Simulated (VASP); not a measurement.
Input of a VASP 6.6.1 run:

The input INCAR:

```
  PREC = Accurate
  ENCUT = 520
  EDIFF = 1E-6
  ISMEAR = 0
  SIGMA = 0.15
  LREAL = False
  LASPH = True
  NELM = 100
  ALGO = Fast
  ISIF = 2
  LWAVE = False
  LCHARG = False
  NBANDS = 12
```

File KPOINTS:

```
regular mesh
0
Gamma
  18 18 18
```

Contents of POSCAR:

```
Y
1.0
    0.0000000000      2.4850000000      2.4850000000
    2.4850000000      0.0000000000      2.4850000000
    2.4850000000      2.4850000000      0.0000000000
Y
1
Direct
    0.0000000000      0.0000000000      0.0000000000
```

Potentials or basis: VASP PAW LDA potentials, release 64 (Y_sv).

Run with:

```console
$ cat potpaw_LDA.64/Y_sv/POTCAR > POTCAR
$ mpirun -np 1 vasp_std > vasp.out
```

(1) Estimate the pressure.

(2) Predict the band gap on the k mesh.

## Answers

(1) -1.9 GPa.

(2) none (metal or under the smearing width).
